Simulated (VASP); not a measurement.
# Na (Im-3m) in VASP: a series of runs

One crystal, Na, is run at these levels: PBEsol, r2SCAN; tasks: single point.

Program: VASP 6.6.1. These are calculated values, not measurements. Logs are shortened: lines on timing, memory, paths and dates and some standing lists are left out, and cuts for length are marked.

## 1. The crystal as given

The structure is cubic, space group Im-3m (No. 229). Conventional cell: a = 4.170 Å, b = 4.170 Å, c = 4.170 Å, α = 90.00°, β = 90.00°, γ = 90.00°. Around Na (site symmetry m-3m) lie 8 Na at 3.61 Å.

## 2. Single point, PBEsol

The input, INCAR:

```
SYSTEM = Na
PREC     = Accurate       ! precision mode
ENCUT    = 520            ! plane-wave cutoff, eV
EDIFF    = 1E-6           ! SCF threshold, eV
ISMEAR   = 0              ! smearing method
SIGMA    = 0.5            ! smearing width, eV
LREAL    = .FALSE.        ! projectors in reciprocal space
LASPH    = .TRUE.         ! aspherical terms in the spheres
NELM     = 100            ! most SCF steps
ALGO     = Normal         ! electronic algorithm
ISIF     = 2              ! what is computed and relaxed
LWAVE    = .FALSE.        ! write WAVECAR
LCHARG   = .FALSE.        ! write CHGCAR
GGA      = PS             ! functional
NBANDS   = 10             ! bands
```

The input, KPOINTS:

```
Automatic mesh
0
G
  14 14 14
  0 0 0
```

The input, POSCAR:

```
Na
1.0
   -2.0848200000      2.0848200000      2.0848200000
    2.0848200000     -2.0848200000      2.0848200000
    2.0848200000      2.0848200000     -2.0848200000
Na
1
Direct
    0.0000000000      0.0000000000      0.0000000000
```

Potentials or basis: VASP PAW PBE potentials, release 64 (Na_pv).

Run with:

```console
$ cat potpaw_PBE.64/Na_pv/POTCAR > POTCAR
$ mpirun -np 1 vasp_std > vasp.out
```

OUTCAR:

```text
SYSTEM = Na
   PREC = Accurate
   ENCUT = 520
   EDIFF = 1E-6
   ISMEAR = 0
   LREAL = .FALSE.
   LASPH = .TRUE.
   NELM = 100
   ISIF = 2
   GGA = PS

 ion  position               nearest neighbor table
   1  0.000  0.000  0.000-

  LATTYP: Found a body centered cubic cell.
 ALAT       =     4.1696400000

  Lattice vectors:

 A1 = (  -2.0848200000,   2.0848200000,   2.0848200000)
 A2 = (   2.0848200000,  -2.0848200000,   2.0848200000)
 A3 = (   2.0848200000,   2.0848200000,  -2.0848200000)

Analysis of symmetry for initial positions (statically):
=====================================================================
 Subroutine PRICEL returns:
 Original cell was already a primitive cell.

 Routine SETGRP: Setting up the symmetry group for a
 body centered cubic supercell.

 Subroutine GETGRP returns: Found 48 space group operations
 (whereof 48 operations were pure point group operations)
 out of a pool of 48 trial point group operations.

The static configuration has the point symmetry O_h .

Analysis of symmetry for dynamics (positions and initial velocities):
=====================================================================
 Subroutine PRICEL returns:
 Original cell was already a primitive cell.

 Routine SETGRP: Setting up the symmetry group for a
 body centered cubic supercell.

 Subroutine GETGRP returns: Found 48 space group operations
 (whereof 48 operations were pure point group operations)
 out of a pool of 48 trial point group operations.

The dynamic configuration has the point symmetry O_h .

 Subroutine INISYM returns: Found 48 space group operations
 (whereof 48 operations are pure point group operations),
 and found     1 'primitive' translations

----------------------------------------------------------------------------------------

                                     Primitive cell

  volume of cell :      36.2465

  direct lattice vectors                    reciprocal lattice vectors
    -2.084820000  2.084820000  2.084820000     0.000000000  0.239828858  0.239828858
     2.084820000 -2.084820000  2.084820000     0.239828858  0.000000000  0.239828858
     2.084820000  2.084820000 -2.084820000     0.239828858  0.239828858  0.000000000

  length of vectors
     3.611014165  3.611014165  3.611014165     0.339169224  0.339169224  0.339169224

  position of ions in fractional coordinates (direct lattice)
     0.000000000  0.000000000  0.000000000

  ion indices of the primitive-cell ions
   primitive index   ion index
                 1           1

----------------------------------------------------------------------------------------

 KPOINTS: Automatic mesh

Automatic generation of k-mesh.
 Grid dimensions read from file:
 generate k-points for:   14   14   14

 Generating k-lattice:

  Cartesian coordinates                     Fractional coordinates (reciprocal lattice)
     0.000000000  0.017130633  0.017130633     0.071428571  0.000000000  0.000000000
     0.017130633  0.000000000  0.017130633     0.000000000  0.071428571  0.000000000
     0.017130633  0.017130633  0.000000000     0.000000000  0.000000000  0.071428571

  Length of vectors
     0.024226373  0.024226373  0.024226373

  Shift w.r.t. Gamma in fractional coordinates (k-lattice)
     0.000000000  0.000000000  0.000000000

 Subroutine IBZKPT returns following result:
 ===========================================

 Found    104 irreducible k-points:

 Following reciprocal coordinates:
            Coordinates               Weight
  0.000000  0.000000  0.000000      1.000000
  0.071429  0.000000  0.000000     12.000000
  0.142857  0.000000  0.000000     12.000000
  0.214286  0.000000  0.000000     12.000000
  0.285714  0.000000  0.000000     12.000000
  0.357143  0.000000  0.000000     12.000000
[... 16 lines left out ...]
  0.285714  0.285714  0.000000     24.000000
  0.357143  0.285714  0.000000     24.000000
 [... further k-points ...]
   k-points           NKPTS =    104   k-points in BZ     NKDIM =    104   number of bands    NBANDS=     10
   number of dos      NEDOS =    301   number of ions     NIONS =      1
   total plane-waves  NPLWV =  21952
   dimension x,y,z NGX =    28 NGY =   28 NGZ =   28
   dimension x,y,z NGXF=    56 NGYF=   56 NGZF=   56
   ions per type =               1
   NGX,Y,Z   is equivalent  to a cutoff of  12.89, 12.89, 12.89 a.u.
   NGXF,Y,Z  is equivalent  to a cutoff of  25.78, 25.78, 25.78 a.u.
 SYSTEM =  Na
   PREC   = accura    normal or accurate (medium, high low for compatibility)
   ISTART =      0    job   : 0-new  1-cont  2-samecut
   ICHARG =      2    charge: 1-file 2-atom 10-const
   ISPIN  =      1    spin polarized calculation?
   LNONCOLLINEAR =      F non collinear calculations
   LSORBIT =      F    spin-orbit coupling
   LASPH  =      T    aspherical Exc in radial PAW
   ENCUT  =  520.0 eV  38.22 Ry    6.18 a.u.   6.71  6.71  6.71*2*pi/ulx,y,z
   NELM   =    100;   NELMIN=  2; NELMDL= -5     # of ELM steps
   EDIFF  = 0.1E-05   stopping-criterion for ELM
   LREAL  =      F    real-space projection
   EDIFFG = 0.1E-04   stopping-criterion for IOM
   NSW    =      0    number of steps for IOM
   IBRION =     -1    ionic relax: 0-MD 1-quasi-New 2-CG
   NFREE  =      0    steps in history (QN), initial steepest desc. (CG)
   ISIF   =      2    stress and relaxation
   ISYM   =      2    0-nonsym 1-usesym 2-fastsym
   POTIM  = 0.5000    time-step for ionic-motion
   TEBEG  =    0.0;   TEEND  =   0.0 temperature during run
   PSTRESS=    0.0 pullay stress
   NELECT =       7.0000    total number of electrons
   NUPDOWN=      -1.0000    fix difference up-down
   EMIN   =  10.00;   EMAX   =-10.00  energy-range for DOS
   EFERMI =   0.00;   METHOD = LEGACY
   ISMEAR =     0;   SIGMA  =   0.50  broadening in eV -4-tet -1-fermi 0-gaus
   EFERMI_NEDOS =   21; number of points for ismear=-14 and -15
   IALGO  =     38    algorithm
   IMIX   =      4    mixing-type and parameters
     AMIX     =   0.40;   BMIX     =  1.00
     AMIX_MAG =   1.60;   BMIX_MAG =  1.00
  volume/ion in A,a.u.               =      36.25       244.60
  Fermi-wavevector in a.u.,A,eV,Ry     =   0.946278  1.788207 12.183240  0.895443
  Thomas-Fermi vector in A             =   2.074261
   LORBIT       =      0    0 simple, 1 ext, 2 COOP (PROOUT), +10 PAW based schemes
   GGA     = PS    functional components
   LHFCALC =     F    Hartree Fock is set to
   AEXX    =    0.0000 exact exchange contribution
   IVDW    =     0    specifies the selected vdW correction
   LEPSILON=     F    determine dielectric tensor
   LRPA    =     F    only Hartree local field effects (RPA)
 non-spin polarized calculation
 Gauss-broadening in eV      SIGMA  =   0.50
  energy-cutoff  :      520.00
  volume of cell :       36.25
 maximum number of plane-waves:       990
   NGX = 13   NGY = 13   NGZ = 13

 number of electron       6.9999995 magnetization

 Free energy of the ion-electron system (eV)
  ---------------------------------------------------
  ext. energy  EPLUGINS =         0.00000000
  ---------------------------------------------------
  free energy    TOTEN  =        -1.42871847 eV

  energy without entropy =       -1.37020071  energy(sigma->0) =       -1.39945959

 E-fermi :   0.3623     XC(G=0):  -6.5609

 val. band max:        0.3165410625   @ k =  -0.3571   0.4286   0.1429
 cond. band min:       0.3978591848   @ k =   0.3571   0.0714   0.0714
 fundamental gap:      0.0813181223
 Fermi energy:         0.3623213164

 k-point     1 :       0.0000    0.0000    0.0000
  band No.  band energies     occupation
      1     -24.3979      2.00000
      2     -24.3979      2.00000
      3     -24.3979      2.00000
      4      -2.9557      2.00000
      5      12.2487      0.00000
      6      12.2487      0.00000
      7      12.2487      0.00000
      8      13.2668      0.00000
      9      13.2668      0.00000
     10      13.8184      0.00000

 k-point     2 :       0.0714    0.0000    0.0000
  band No.  band energies     occupation
      1     -24.3999      2.00000
      2     -24.3986      2.00000
      3     -24.3979      2.00000
      4      -2.8643      2.00000
      5      11.0455      0.00000
      6      11.6588      0.00000
      7      11.9063      0.00000
      8      12.5336      0.00000
      9      12.7398      0.00000
     10      14.2271      0.00000

 k-point     3 :       0.1429    0.0000    0.0000
  band No.  band energies     occupation
      1     -24.4053      2.00000
      2     -24.4004      2.00000
      3     -24.3979      2.00000
      4      -2.5912      2.00000
      5       9.1511      0.00000
      6      10.7949      0.00000
      7      11.2990      0.00000
      8      11.6957      0.00000
      9      12.4585      0.00000
     10      14.3176      0.00000

 k-point     4 :       0.2143    0.0000    0.0000
  band No.  band energies     occupation
      1     -24.4132      2.00000
      2     -24.4030      2.00000
      3     -24.3979      2.00000
      4      -2.1394      2.00000
      5       7.3285      0.00000
      6      10.0397      0.00000
      7      10.7324      0.00000
      8      10.9988      0.00000
      9      12.0479      0.00000
     10      14.6529      0.00000
[... 222 lines left out ...]
 k-point    22 :       0.3571    0.2143    0.0000
  band No.  band energies     occupation
      1     -24.4314      2.00000
      2     -24.4165      2.00000
      3     -24.4019      2.00000
      4       1.3044      0.00771
      5       2.5831      0.00000
      6       5.0266      0.00000
      7       8.6741      0.00000
      8      11.9275      0.00000
      9      14.1755      0.00000
     10      15.0287      0.00000

 k-point    23 :       0.2857    0.2857    0.0000
  band No.  band energies     occupation
      1     -24.4292      2.00000
      2     -24.4187      2.00000
      3     -24.4025      2.00000
      4       1.2351      0.01356
      5       3.3112      0.00000
      6       4.1363      0.00000
      7       8.5895      0.00000
      8      12.6055      0.00000
      9      13.4329      0.00000
     10      15.4090      0.00000

 k-point    24 :       0.3571    0.2857    0.0000
  band No.  band energies     occupation
      1     -24.4277      2.00000
      2     -24.4216      2.00000
      3     -24.4027      2.00000
      4       2.0921      0.00000
      5       2.5220      0.00000
      6       3.8343      0.00000
      7       8.5069      0.00000
      8      12.7826      0.00000
      9      13.6884      0.00000
     10      14.8591      0.00000

 [... further k-points ...]
[... 5 lines left out ...]
  --------------------------------------------------------------------------------------
  -------------------------------------------------------------------------------------
  Total        0.0126565      0.0126565      0.0126565      0.0000000      0.0000000     -0.0000000
  in kB        0.5594462      0.5594462      0.5594462      0.0000000      0.0000000     -0.0000000
  external PRESSURE =       0.5594462 kB  Pullay stress =       0.0000000 kB

 VOLUME and BASIS-vectors are now :
 -----------------------------------------------------------------------------
  energy-cutoff  :      520.00
  volume of cell :       36.25
      direct lattice vectors                 reciprocal lattice vectors
    -2.084820000  2.084820000  2.084820000     0.000000000  0.239828858  0.239828858
     2.084820000 -2.084820000  2.084820000     0.239828858  0.000000000  0.239828858
     2.084820000  2.084820000 -2.084820000     0.239828858  0.239828858  0.000000000

 POSITION                                       TOTAL-FORCE (eV/Angst)
 -----------------------------------------------------------------------------------
      0.00000      0.00000      0.00000        -0.000000     -0.000000     -0.000000
 -----------------------------------------------------------------------------------
    total drift:                               -0.000000     -0.000000     -0.000000

  FREE ENERGIE OF THE ION-ELECTRON SYSTEM (eV)
  ---------------------------------------------------
  free  energy   TOTEN  =        -1.4287184680 eV

  energy  without entropy=       -1.3702007114  energy(sigma->0) =       -1.39945959
```

Wall time 8.5 s (1 thread of Intel Xeon 6975P-C (Granite Rapids), shared host); peak memory 0.16 GiB.

What came out:

```
Free energy            : -1.4287 eV
Pressure               : 0.1 GPa
Band gap on the k mesh : none (metal or under the smearing width)
```

Levels at points of the mesh, in eV from the Fermi level:
```csv
k point,band 1,band 2,band 3,band 4,band 5,band 6,band 7,band 8
"(0.00, 0.00, 0.00)",-24.76,-24.76,-24.76,-3.32,11.89,11.89,11.89,12.90
"(0.50, 0.00, 0.00)",-24.80,-24.77,-24.76,0.76,1.26,8.30,9.32,9.40
"(0.50, 0.50, 0.50)",-24.79,-24.79,-24.79,4.56,4.56,4.97,4.97,4.97
```

Caveat: the PAW data sets were made with another functional, which shifts forces and pressure a little.

## 3. Single point, PBEsol

INCAR: that of step 2 with these lines changed.

```diff
@@ -2,6 +2,6 @@
 PREC     = Accurate       ! precision mode
-ENCUT    = 520            ! plane-wave cutoff, eV
+ENCUT    = 900            ! plane-wave cutoff, eV
 EDIFF    = 1E-6           ! SCF threshold, eV
 ISMEAR   = 0              ! smearing method
-SIGMA    = 0.5            ! smearing width, eV
+SIGMA    = 0.1            ! smearing width, eV
 LREAL    = .FALSE.        ! projectors in reciprocal space
```

KPOINTS is that of step 2.

POSCAR is that of step 2.

Potentials or basis: VASP PAW PBE potentials, release 64 (Na_pv).

Run with:

```console
$ cat potpaw_PBE.64/Na_pv/POTCAR > POTCAR
$ mpirun -np 1 vasp_std > vasp.out
```

Wall time 15 s (1 thread of Intel Xeon 6975P-C (Granite Rapids), shared host); peak memory 0.23 GiB.

Results (log left out):

* Free energy: -1.4012 eV
* Pressure: 0.0 GPa
* Band gap on the k mesh: none (metal or under the smearing width)

Levels at points of the mesh, in eV from the Fermi level:
```tsv
k point	band 1	band 2	band 3	band 4	band 5	band 6
(0.00, 0.00, 0.00)	-24.74	-24.74	-24.74	-3.30	11.91	11.91
(0.50, 0.00, 0.00)	-24.78	-24.76	-24.74	0.78	1.28	8.32
(0.50, 0.50, 0.50)	-24.77	-24.77	-24.77	4.58	4.58	4.99
```

Caveat: the PAW data sets were made with another functional, which shifts forces and pressure a little.

## 4. Single point, r2SCAN

INCAR: that of step 3 with these lines changed.

```diff
@@ -2,3 +2,3 @@
 PREC     = Accurate       ! precision mode
-ENCUT    = 900            ! plane-wave cutoff, eV
+ENCUT    = 520            ! plane-wave cutoff, eV
 EDIFF    = 1E-6           ! SCF threshold, eV
@@ -13,3 +13,4 @@
 LCHARG   = .FALSE.        ! write CHGCAR
-GGA      = PS             ! functional
+METAGGA  = R2SCAN         ! meta-GGA
+LMIXTAU  = .TRUE.       
 NBANDS   = 10             ! bands
```

KPOINTS is that of step 3.

POSCAR is that of step 3.

Run with:

```console
$ cat potpaw_PBE.64/Na_pv/POTCAR > POTCAR
$ mpirun -np 1 vasp_std > vasp.out
```

It took 1.7 min on 1 thread of Intel Xeon 6975P-C (Granite Rapids), shared host; peak memory 0.17 GiB.

The run converged. Its results:

```
Free energy            : -3.5531 eV
Pressure               : 0.4 GPa
Band gap on the k mesh : none (metal or under the smearing width)
```

Levels at points of the mesh, in eV from the Fermi level:
```csv
k point,band 1,band 2,band 3,band 4,band 5,band 6,band 7
"(0.00, 0.00, 0.00)",-25.96,-25.96,-25.96,-3.51,12.59,12.59,12.59
"(0.50, 0.00, 0.00)",-26.00,-25.98,-25.96,0.76,1.48,8.78,10.19
"(0.50, 0.50, 0.50)",-25.99,-25.99,-25.99,4.76,4.76,5.41,5.41
```

Caveat: the PAW data sets were made with another functional, which shifts forces and pressure a little.

## 5. The runs side by side

| level | cutoff (eV) | smearing | gap on the mesh (eV) | pressure (GPa) |
| --- | --- | --- | --- | --- |
| PBEsol | 520 | gaussian 0.5 eV | none | 0.1 |
| PBEsol | 900 | gaussian 0.1 eV | none | 0.0 |
| r2SCAN | 520 | gaussian 0.1 eV | none | 0.4 |

Alike in all rows: task single point; potentials or basis VASP PAW PBE potentials, release 64 (Na_pv); no spin polarisation; cell as given; k mesh 14 × 14 × 14.

Every run on the cell as given and a fine mesh finds a metal. The pressure there spans 0.0 GPa (PBEsol) to 0.4 GPa (r2SCAN); a positive pressure means that this level wants a larger cell, a negative one a smaller.

Caveats: the PAW data sets were made with another functional, which shifts forces and pressure a little.

Total energies depend on the potentials used, so only differences within one code and one set of settings carry meaning.
